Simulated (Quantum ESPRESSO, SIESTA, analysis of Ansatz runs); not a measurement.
# Levels of Ga_Al in Al2O3 (R-3c), rung by rung (SIESTA and Quantum ESPRESSO), part 2 of 4

Question: at which Fermi levels does Ga_Al in Al2O3 (R-3c) change its charge, and how much of the answer depends on the basis, the k-points and the program? The model is a cell of 80 host atoms with 1 Al taken out and 1 Ga put in.

SIESTA and Quantum ESPRESSO ; SIESTA numerical-orbital DFT, PBEsol, DZP basis, PseudoDojo 0.4.1 potentials converted to PSML; charged supercells in a uniform background, point-charge correction with alignment at far sites.

So far. Step 2 (Band edges): The gap at this level is 5.88 eV.

## Step 3: Relaxing each charge state

Level of this step: SIESTA numerical-orbital DFT, PBEsol, DZP basis, PseudoDojo 0.4.1 potentials converted to PSML; relaxation of all atoms of a defect supercell at fixed charge in a uniform background (SIESTA).

Each state starts from the atoms near the defect displaced at random, so that no symmetry of the ideal site is imposed. An odd electron count needs spin polarisation, and the total moment is held fixed to keep the state apart from its neighbours in spin. Charge +1 is shown in full.

defect.fdf

```
SystemName                      Al31GaO48
SystemLabel                     defect
NumberOfSpecies                 3
NumberOfAtoms                   80
%block ChemicalSpeciesLabel
  1   13 Al
  2   31 Ga
  3    8 O
%endblock ChemicalSpeciesLabel
LatticeConstant                 1.0 Ang
%block LatticeVectors
     4.798502000     2.770416000     8.688724000
    -4.798502000     2.770416000     8.688724000
     0.000000000    -5.540834000     8.688724000
%endblock LatticeVectors
AtomicCoordinatesFormat         Fractional
%block AtomicCoordinatesAndAtomicSpecies
     0.326445969     0.327664526     0.318464063  1
     0.426083431     0.431420473     0.426219477  2
     0.073649258     0.073649258     0.073649232  1
     0.176350772     0.176350772     0.176350708  1
     0.222387963     0.027611968     0.375000011  3
     0.467590491     0.123708837     0.282992479  3
     0.027611998     0.374999995     0.222387949  3
     0.374999996     0.222387994     0.027611953  3
     0.129750975     0.278315506     0.466802506  3
     0.283179857     0.467678957     0.125062108  3
     0.318654090     0.323435173     0.829056589  1
     0.426350742     0.426350742     0.926350768  1
     0.073649258     0.073649258     0.573649232  1
     0.174719915     0.181919603     0.671855180  1
     0.227886060     0.028420789     0.872044500  3
     0.476248797     0.119253673     0.780053027  3
     0.028635287     0.369652382     0.727305617  3
     0.375403793     0.226595094     0.528252334  3
     0.124965359     0.272965648     0.978005239  3
     0.279256675     0.473801188     0.627650708  3
     0.322748368     0.818205345     0.326570747  1
     0.426350742     0.926350742     0.426350768  1
     0.073649258     0.573649258     0.073649232  1
     0.174500386     0.679121485     0.171526018  1
     0.223512020     0.531516578     0.375341345  3
     0.473583439     0.630348293     0.273871588  3
     0.025407935     0.870340388     0.225604694  3
     0.375208148     0.728196306     0.024150072  3
     0.126046747     0.781451057     0.466332721  3
     0.278482404     0.976957728     0.124543761  3
     0.323649228     0.823649228     0.823649292  1
     0.426350742     0.926350742     0.926350768  1
     0.075430062     0.577897778     0.572560666  1
     0.172948948     0.681974141     0.673195634  1
     0.219345858     0.527790503     0.872438406  3
     0.472388002     0.625000005     0.777612051  3
     0.027611998     0.874999995     0.722387949  3
     0.371675638     0.720971220     0.526781677  3
     0.125000004     0.777612006     0.972388047  3
     0.277612037     0.972388032     0.624999989  3
     0.818032972     0.323206239     0.326208440  1
     0.926350742     0.426350742     0.426350768  1
     0.573649258     0.073649258     0.073649232  1
     0.675278932     0.181279540     0.171190523  1
     0.721434113     0.026572513     0.380787541  3
     0.975768749     0.125110600     0.271686780  3
     0.522385907     0.374202465     0.227383962  3
     0.877914204     0.217229925     0.031544486  3
     0.619443721     0.277067014     0.474904033  3
     0.781606811     0.467112485     0.127762378  3
     0.823649228     0.323649228     0.823649292  1
     0.926350742     0.426350742     0.926350768  1
     0.575085891     0.078385549     0.568266305  1
     0.671034672     0.175246584     0.679190565  1
     0.722387963     0.027611968     0.875000011  3
     0.972388002     0.125000005     0.777612051  3
     0.523987799     0.379858912     0.718999189  3
     0.874897164     0.228296703     0.524668015  3
     0.625000004     0.277612006     0.972388047  3
     0.777612037     0.472388032     0.624999989  3
     0.823649228     0.823649228     0.323649292  1
     0.926350742     0.926350742     0.426350768  1
     0.571177461     0.569146536     0.077990804  1
     0.670716146     0.676002910     0.180703924  1
     0.727383476     0.529371811     0.371585263  3
     0.972388002     0.625000005     0.277612051  3
     0.527980561     0.876358043     0.216724914  3
     0.874999996     0.722387994     0.027611953  3
     0.625000004     0.777612006     0.472388047  3
     0.777612037     0.972388032     0.124999989  3
     0.823649228     0.823649228     0.823649292  1
     0.926350742     0.926350742     0.926350768  1
     0.578871234     0.570322429     0.570119321  1
     0.676350772     0.676350772     0.676350708  1
     0.719756099     0.532654519     0.870791462  3
     0.976137946     0.623860893     0.780032999  3
     0.522747925     0.878211871     0.726176365  3
     0.874984070     0.718793649     0.533495638  3
     0.621297954     0.778715669     0.977785461  3
     0.775723244     0.967582634     0.629778710  3
%endblock AtomicCoordinatesAndAtomicSpecies
%block kgrid.MonkhorstPack
    1   0   0  0.25
    0   1   0  0.25
    0   0   1  0.25
%endblock kgrid.MonkhorstPack
XC.Functional                   GGA
XC.Authors                      PBEsol
PAO.BasisSize                   DZP
PAO.EnergyShift                 0.005 Ry
Mesh.Cutoff                     300 Ry
NetCharge                       1.0
Spin                            polarized
%block DM.InitSpin
     2   0.200
    18   0.200
    20   0.200
    26   0.200
    49   0.200
%endblock DM.InitSpin
Spin.Fix                        true
Spin.Total                      1.0
OccupationFunction              FD
ElectronicTemperature           0.01 eV
MaxSCFIterations                150
SCF.MustConverge                true
SCF.Mixer.Method                Pulay
SCF.Mixer.Weight                0.1
SCF.Mixer.History               10
SCF.DM.Tolerance                3.0e-4
SCF.H.Tolerance                 3.0e-3 eV
WriteForces                     true
Charge.Mulliken                 end
SaveRho                         true
SaveElectrostaticPotential      true
Charge.Hirshfeld                end
Charge.Voronoi                  end
MD.TypeOfRun                    Broyden
MD.Steps                        90
MD.MaxForceTol                  0.04 eV/Ang
MD.MaxDispl                     0.15 Ang
WriteCoorStep                   true
AtomCoorFormatOut               Fractional
```

Started as:

```console
$ OMP_NUM_THREADS=1 siesta defect.fdf > defect.out
```

The log of the run:

```text
Version         : 5.4.2

                           ***********************
                           *  WELCOME TO SIESTA  *
                           ***********************

[...]
reinit: Reading from file defect.fdf

reinit: -----------------------------------------------------------------------
reinit: System Name: Al31GaO48
reinit: -----------------------------------------------------------------------
reinit: System Label: defect
reinit: -----------------------------------------------------------------------

[...]
initatom: Reading input for the pseudopotentials and atomic orbitals ----------
Species number:   1 Atomic number:   13 Label: Al
Species number:   2 Atomic number:   31 Label: Ga
Species number:   3 Atomic number:    8 Label: O

[... pseudopotential checks and orbital generation ...]

prinput: Basis input

PAO.BasisType split

%block ChemicalSpeciesLabel
    1   13 Al                      # Species index, atomic number, species label
    2   31 Ga                      # Species index, atomic number, species label
    3    8 O                       # Species index, atomic number, species label
%endblock ChemicalSpeciesLabel

%block PAO.Basis                 # Define Basis set
# WARNING: This information might be incomplete!
Al                    2                    # Species label, number of l-shells
 n=3   0   2                         # n, l, Nzeta
   6.641      4.635
   1.000      1.000
 n=3   1   2 P   1                   # n, l, Nzeta, Polarization, NzetaPol
   8.738      6.223
   1.000      1.000
Ga                    4                    # Species label, number of l-shells
 n=4   0   2                         # n, l, Nzeta
   6.217      4.287
   1.000      1.000
 n=4   1   2                         # n, l, Nzeta
   8.738      6.186
   1.000      1.000
 n=3   2   1                         # n, l, Nzeta
   3.373
   1.000
 n=4   2   1                         # n, l, Nzeta
   8.738
   1.000
O                     2                    # Species label, number of l-shells
 n=2   0   2                         # n, l, Nzeta
   3.812      2.360
   1.000      1.000
 n=2   1   2 P   1                   # n, l, Nzeta, Polarization, NzetaPol
[...]
%endblock PAO.Basis

prinput: ----------------------------------------------------------------------

coor:   Atomic-coordinates input format  =     Fractional

[...]
siesta: System type = bulk

initatomlists: Number of atoms, orbitals, and projectors:     80  1045  1200

[... echo of the settings ...]

siesta: k-grid: Number of k-points = 1
siesta: k-points from Monkhorst-Pack grid
siesta: k-cutoff (effective) =     4.799 Ang
siesta: k-point supercell and displacements
siesta: k-grid:     1     0     0      0.250
siesta: k-grid:     0     1     0      0.250
siesta: k-grid:     0     0     1      0.250

diag: Algorithm                                     = D&C
diag: Absolute tolerance                            =  0.100E-15
diag: Orthogonalization factor                      =  0.100E-05

superc: Internal auxiliary supercell:     5 x     5 x     5  =     125
superc: Number of atoms, orbitals, and projectors:  10000 130625 150000

                     ====================================
                        Begin Broyden opt. move =      0
                     ====================================

[...]
superc: Internal auxiliary supercell:     5 x     5 x     5  =     125
superc: Number of atoms, orbitals, and projectors:  10000 130625 150000

outcell: Unit cell vectors (Ang):
        4.798502    2.770416    8.688724
       -4.798502    2.770416    8.688724
        0.000000   -5.540834    8.688724

outcell: Cell vector modules (Ang)   :   10.305084   10.305084   10.305084
outcell: Cell angles (23,13,12) (deg):     55.5038     55.5038     55.5038
outcell: Cell volume (Ang**3)        :    693.0396
[...]
Initializing Density Matrix...

[...]
DM filled with atomic data (user-defined):
Note: For starting DM, Qtot, Tr[D*S] =        393.00000000        394.00000000

InitMesh: MESH = 96 x 96 x 96 = 884736
InitMesh: Mesh cutoff (required, used) =   300.000   337.390 Ry

[...]
iscf     Eharris(eV)        E_KS(eV)     FreeEng(eV)     dDmax     Ef_up Ef_dn(eV) dHmax(eV)
   scf:    1   -25325.100571   -25619.270404   -25619.272669  0.757377-10.747843-10.958199  9.429835
[...]
scf:    2   -25177.737110   -25521.652084   -25521.653580  0.394248 -5.474489 -5.788084 17.015874
[...]
scf:    3   -25724.561607   -25675.059586   -25675.064034  0.197125 -8.882831 -9.180208  5.074685
[...]
scf:    4   -25674.254470   -25674.671274   -25674.675572  0.007369 -8.869268 -9.172473  6.074248
[...]
scf:    5   -25676.728467   -25676.109154   -25676.117744  0.030485 -8.803372 -9.066485  0.798991
[...]
scf:    6   -25676.140796   -25676.135413   -25676.144094  0.010734 -8.769875 -9.027250  0.225225
[...]
scf:    7   -25676.124448   -25676.137865   -25676.145773  0.008878 -8.756749 -9.011849  0.486396
[...]
scf:    8   -25676.140221   -25676.145044   -25676.153528  0.011881 -8.760053 -9.011221  0.251935
[...]
scf:    9   -25676.153840   -25676.151461   -25676.159690  0.005492 -8.760523 -9.007713  0.197929
[...]
scf:    1   -25677.589321   -25677.586776   -25677.600481  0.091643 -8.792887 -9.035981  0.042241
[...]
scf:    2   -25677.576758   -25677.583776   -25677.597292  0.004786 -8.794111 -9.037874  0.224097
[...]
scf:    3   -25677.587236   -25677.586960   -25677.600637  0.004014 -8.793211 -9.036301  0.009679
[...]
scf:    4   -25677.586994   -25677.586979   -25677.600652  0.000082 -8.793234 -9.036316  0.002763
     spin moment: {S} , |S| = {        0.0        0.0    1.00000 }     1.00000

SCF Convergence by DM+H criterion
[...]
SCF cycle converged after 4 iterations

[...]
siesta: E_KS(eV) =           -25677.5870

siesta: Atomic forces (eV/Ang):
     1    0.006404   -0.011192    0.004842
     2    0.008851    0.007588   -0.016738
     3    0.001734    0.007856    0.001785
     4   -0.005628    0.006726    0.010106
     5    0.012771    0.012056    0.015984
     6   -0.013673    0.007717    0.000989
     7   -0.004324   -0.000138    0.010054
     8    0.002250    0.007341   -0.003821
     9    0.011119   -0.016089   -0.002222
    10   -0.007520   -0.023336    0.001031
[...]
76   -0.003985    0.018101   -0.003780
    77    0.003573    0.008294   -0.004895
    78    0.011316   -0.002275   -0.002186
    79   -0.021829   -0.004866    0.005199
    80    0.006608    0.023209    0.003270
   Tot   -0.010639    0.000713    0.002759
   Max    0.032487
   Res    0.010685    sqrt( Sum f_i^2 / 3N )
   Max    0.032487    constrained

Stress tensor Voigt[x,y,z,yz,xz,xy] (kbar):      -19.60      -21.29      -18.72       -0.02       -0.04       -0.01
[...]
outcoor: Relaxed atomic coordinates (fractional):
    0.32406698    0.32467808    0.32381739   1       1  Al
    0.42915162    0.43017594    0.42990847   2       2  Ga
    0.07326476    0.07362579    0.07386993   1       3  Al
    0.17625305    0.17655137    0.17663428   1       4  Al
    0.22194492    0.02802207    0.37498877   3       5  O
    0.47245212    0.12537868    0.27715187   3       6  O
    0.02760998    0.37494182    0.22247565   3       7  O
    0.37440902    0.22297162    0.02793362   3       8  O
    0.12520174    0.27768505    0.47221221   3       9  O
    0.27731188    0.47306177    0.12473248   3      10  O
    0.32283987    0.32260185    0.82680230   1      11  Al
    0.42625357    0.42746229    0.92624243   1      12  Al
    0.07357807    0.07401291    0.57342812   1      13  Al
    0.17506175    0.17677044    0.67703407   1      14  Al
    0.22205703    0.02806645    0.87511553   3      15  O
    0.47199322    0.12579884    0.77742566   3      16  O
    0.02697456    0.37533963    0.72282498   3      17  O
    0.37535437    0.21780612    0.52817183   3      18  O
[...]
0.32173686    0.82662577    0.32355303   1      21  Al
    0.42681672    0.92693226    0.42600840   1      22  Al
    0.07331245    0.57363665    0.07383322   1      23  Al
[...]
0.67727871    0.67780206    0.17541555   1      64  Al
[...]
0.82347783    0.82378489    0.82387822   1      71  Al
    0.92625997    0.92694335    0.92629434   1      72  Al
    0.57378826    0.57391670    0.57321738   1      73  Al
    0.67599995    0.67668768    0.67645322   1      74  Al
[...]
0.97061038    0.62556423    0.77900808   3      76  O
    0.52718640    0.87474080    0.72292545   3      77  O
    0.87377034    0.72327066    0.52774503   3      78  O
    0.62560852    0.77827537    0.97097047   3      79  O
    0.77781970    0.97101519    0.62610258   3      80  O

[...]
siesta: Final energy (eV):
siesta:  Band Struct. =   -6099.740277
siesta:       Kinetic =   17296.832299
siesta:       Hartree =    6590.359892
[...]
siesta:         Exch. =   -6436.936111
siesta:         Corr. =    -557.614979
[...]
siesta:   Exch.-corr. =   -6994.551090
siesta:  Ion-electron =  -29051.770767
siesta:       Ion-ion =  -13518.457313
[...]
siesta:         Total =  -25677.586979
siesta:      Fermi_up =      -8.793234
siesta:      Fermi_dn =      -9.036316

siesta: Stress tensor (static) (eV/Ang**3):
siesta:    -0.012233   -0.000004   -0.000027
siesta:    -0.000004   -0.013286   -0.000016
siesta:    -0.000026   -0.000013   -0.011683

siesta: Cell volume =        693.039557 Ang**3

siesta: Pressure (static):
siesta:                Solid            Molecule  Units
siesta:           0.00013506          0.00013791  Ry/Bohr**3
siesta:           0.01240038          0.01266202  eV/Ang**3
siesta:          19.86759258         20.28679442  kBar

[...]
mulliken: Qtot =      197.000

[...]
mulliken: Qtot =      196.000

Mulliken Atomic Populations:
Atom #   charge [q] valence [e]      Sz [e]  Species
     1     0.582103    2.417897   -0.004649  Al
     2     1.705837   11.294163   -0.004823  Ga
     3     0.653747    2.346253   -0.003662  Al
     4     0.639737    2.360263   -0.002829  Al
     5    -0.406453    6.406453    0.018653  O
     6    -0.408544    6.408544    0.026345  O
     7    -0.407035    6.407035    0.017156  O
     8    -0.407116    6.407116    0.017704  O
     9    -0.408266    6.408266    0.026368  O
    10    -0.408595    6.408595    0.027123  O
    11     0.612196    2.387804   -0.003083  Al
    12     0.650515    2.349485   -0.003415  Al
    13     0.631941    2.368059   -0.002894  Al
    14     0.626279    2.373721   -0.004566  Al
    15    -0.408879    6.408879    0.026186  O
    16    -0.413502    6.413502    0.016955  O
    17    -0.409573    6.409573    0.027288  O
    18    -0.465528    6.465528    0.042696  O
[...]
21     0.611846    2.388154   -0.003034  Al
    22     0.651344    2.348656   -0.003541  Al
    23     0.632736    2.367264   -0.002855  Al
[...]
64     0.655593    2.344407   -0.002751  Al
[...]
71     0.603758    2.396242   -0.003127  Al
    72     0.641371    2.358629   -0.002865  Al
    73     0.606340    2.393660   -0.003352  Al
    74     0.647010    2.352990   -0.002923  Al
[...]
76    -0.406499    6.406499    0.025026  O
    77    -0.404918    6.404918    0.020850  O
    78    -0.404688    6.404688    0.021064  O
    79    -0.406569    6.406569    0.023847  O
    80    -0.406711    6.406711    0.024394  O
 Total     1.000000                1.000000

[...]
Job completed
```

Elapsed: 1.8 h, on 1 MPI rank of Arm Neoverse V2, shared host; peak memory 2.4 GiB.

The steps and moves of this run count from the displaced start.

Relaxation path:

```
step  energy less that of the first step (eV)  largest force (eV/Å)
   0                                   0.0000                2.5286
   1                                  -0.9980                0.8843
   2                                  -1.2917                0.4280
   3                                  -1.3853                0.2681
   4                                  -1.4178                0.1336
   5                                  -1.4280                0.0790
   6                                  -1.4322                0.0357
```

The atoms that moved most (Å):

```
atom      dx      dy      dz  length
 O49   0.095   0.026   0.045   0.108
 O18   0.042  -0.024  -0.077   0.091
 O25  -0.020  -0.030  -0.080   0.087
 O47   0.017   0.078  -0.027   0.085
 O20  -0.044  -0.059  -0.035   0.081
Al41   0.039   0.043   0.040   0.071
Al21  -0.045   0.037   0.038   0.070
Al64   0.023   0.052   0.027   0.063
```

Neighbours of Ga2 at the end:

```
atom  distance (Å)
 O26         1.902
 O20         1.903
 O49         1.904
 O18         2.086
 O25         2.089
 O47         2.092
 Al1         2.751
Al53         2.848
Al33         2.849
Al63         2.849
```

Energies on the run's own zero. States near gap, by row:

```
spin  k  band  energy (eV)  filled by count
  up  0   193       -9.279                1
  up  0   194        -9.27                1
  up  0   195       -9.168                1
  up  0   196       -9.086                1
  up  0   197       -9.081                1
  up  0   198       -3.068                0
  up  0   199       -1.933                0
  up  0   200       -1.171                0
  up  0   201      -0.2262                0
down  0   192       -9.244                1
down  0   193       -9.239                1
down  0   194       -9.227                1
down  0   195       -9.124                1
down  0   196       -9.039                1
down  0   197       -9.033                0
down  0   198       -3.053                0
down  0   199       -1.915                0
down  0   200       -1.159                0
```

The states that were run, at one point at (¼, ¼, ¼), on 1 MPI rank of Arm Neoverse V2, shared host:

```
charge  moment (μB)    outcome  structures computed  largest displacement of a host atom from its site (Å)  lowest empty less highest filled level (eV)    time
     0            0  converged                    7                                                   0.08                                         5.97  50 min
    +1            1  converged                    7                                                   0.08                                         0.01   1.8 h
    −1            1  converged                   12                                                   0.21                                         0.33   2.7 h
```

At charge +1 filled and empty levels, counted over both spins and all k-points, touch or overlap: the last carrier shares a level or a band, or the held moment keeps an electron of one spin above an empty level of the other.

Against the host's sites the lattice moves most at charge −1 (0.21 Å); the smallest move among the states is 0.08 Å.

(Part 2 of 4 ends here.)

[Logs are printed without paths, hosts, clocks, repeated set-up lines and the standing remarks that a program may print on its own settings, such as how far it seeks lower states.]

[Hosts, paths, dates, database ids (printed as entryN), source tags and the programs' standing remarks are cut or masked in the printed files.]

[For some hosts the program warned that the k-mesh of the response run may be too coarse for force constants and the static dielectric constant; such warnings are not shown here.]

[Charge tables in the logs are Mulliken or Hirshfeld populations, whose sizes and signs can differ; where basis functions stand at a vacancy, SIESTA counts their charge against the missing atom's valence.]

[In relaxation paths of CP2K, step 0 can be the structure after the first move, since the trajectory file begins there, and the last row can be the final structure solved once more.]
